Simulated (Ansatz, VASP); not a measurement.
## CdSe in VASP and in Ansatz

Contents of INCAR:

```
SYSTEM = CdSe
  ALGO = Normal
  EDIFF = 1E-6
  ENCUT = 520
  GGA = RE
  ISIF = 2
  ISMEAR = 0
  LASPH = .TRUE.
  LCHARG = .TRUE.
  LELF = .TRUE.
  LREAL = .FALSE.
  LVHAR = .TRUE.
  LWAVE = .FALSE.
  NBANDS = 16
  NELM = 60
  PREC = Accurate
  SIGMA = 0.1
```

The input KPOINTS:

```
k-points
0
G
  4 4 4
  0 0 0
```

POSCAR

```
CdSe
1.0
    0.0000000000      2.8739580000      2.8739580000
    2.8739580000      0.0000000000      2.8739580000
    2.8739580000      2.8739580000      0.0000000000
Cd Se
1 1
Direct
    0.0096725227     -0.0070024769     -0.0118007963
    0.5249895884      0.5149464775      0.4694411453
```

Input for Ansatz:

```yaml
crystal:
  lattice:
    - [0.0, 2.873958, 2.873958]
    - [2.873958, 0.0, 2.873958]
    - [2.873958, 2.873958, 0.0]
  atoms:
    - { symbol: Cd, position: [0.0096725227, -0.0070024769, -0.0118007963] }
    - { symbol: Se, position: [0.5249895884, 0.5149464775, 0.4694411453] }
basis:
  ecutwfc: 420
kpoints:
  mp_grid: { grid: [4, 4, 4] }
hamiltonian:
  xc: revpbe
scf:
  occupations: { method: gaussian, width: 0.1 }
  max_iter: 80
  convergence: { dr2_threshold: "1e-8 eV" }
output:
  forces: true
  stress: true
  eigenvalues: true
```

Alike in both runs: task single point; functional revPBE; k mesh 4 × 4 × 4; occupations gaussian, width 0.1 eV; no spin polarisation.

|  | VASP | Ansatz |
| --- | --- | --- |
| version | VASP 6.6.1 | Ansatz 0.2.0 |
| potentials or method | VASP PAW PBE potentials, release 64 (Cd, Se) | scalar-relativistic, plane waves, PAW |
| plane-wave cutoff (eV) | 520 | 420 |
| valence electrons in the cell | 18 | 36 |

VASP gave:

```
gap on the k mesh at the Fermi level (eV)       : none
pressure (GPa)                                  : 2.2
largest component of the traceless stress (GPa) : 0.65
rms of the force components (eV/Å)              : 0.103
```

Problem. What did Ansatz give for the same quantities?

Solution. gap on the k mesh at the Fermi level (eV): none; pressure (GPa): 1.9; largest component of the traceless stress (GPa): 0.63; rms of the force components (eV/Å): 0.098.

Atom by atom the forces differ by 0.005 eV/Å (rms over components). A gap of «none» marks a metal or a gap that the smearing closes. The two sets of potentials don't hold the same shells in valence. Ansatz warned: «stress_scf_threshold_loose».

Caveats: the k mesh is coarse (spacing up to 0.47 Å⁻¹), so the values aren't converged; the PAW data sets were made with another functional, which shifts forces and pressure a little (VASP).
